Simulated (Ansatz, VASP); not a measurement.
## SnO2 (Cassiterite): VASP beside Ansatz

```
Sn O
1.0
     4.73800    0.00000    0.00000
     0.00000    4.73800    0.00000
     0.00000    0.00000    3.18650
Sn O
2 4
Cartesian
  2.3690 2.3690 1.5933
  0.0000 0.0000 0.0000
  3.8240 0.9140 1.5933
  3.2830 3.2830 0.0000
  0.9140 3.8240 1.5933
  1.4550 1.4550 0.0000
```

Alike in both runs: task single point; functional revPBE; dispersion D3(BJ); k mesh 6 × 6 × 8; occupations fermi-dirac, width 0.05 eV; no spin polarisation.

|  | VASP | Ansatz |
| --- | --- | --- |
| version | VASP 6.6.1 | Ansatz 0.2.0 |
| potentials or method | VASP PAW PBE potentials, release 64 (Sn_d, O) | Ansatz PAW |
| plane-wave cutoff (eV) | 520 | 420 |
| valence electrons in the cell | 52 | 52 |

|  | VASP | Ansatz | Ansatz less VASP |
| --- | --- | --- | --- |
| gap on the k mesh at the Fermi level (eV) | 1.34 | 1.35 | +0.010 |
| least direct gap on the mesh (eV) | 1.34 | 1.35 | +0.010 |
| pressure (GPa) | 8.7 | 8.0 | -0.70 |
| largest component of the traceless stress (GPa) | 2.36 | 2.14 | -0.220 |
| rms of the force components (eV/Å) | 0.157 | 0.148 | -0.0092 |
| dispersion energy (meV/atom) | -431.8 | -431.8 | -0.05 |

Atom by atom the forces differ by 0.009 eV/Å (rms over components).

Caveats: spin-orbit coupling is left out, which moves the levels of the heavy elements; the PAW data sets were made with another functional, which shifts forces and pressure a little (VASP); the pressure holds a Pulay correction of +0.8 GPa for the finite cutoff (Ansatz); the PAW data sets come from PBE, with cores solved anew for the run's functional, which leaves a small shift of forces and pressure (Ansatz). Expect the measured gap to be larger: semilocal functionals such as revPBE lack the derivative discontinuity.
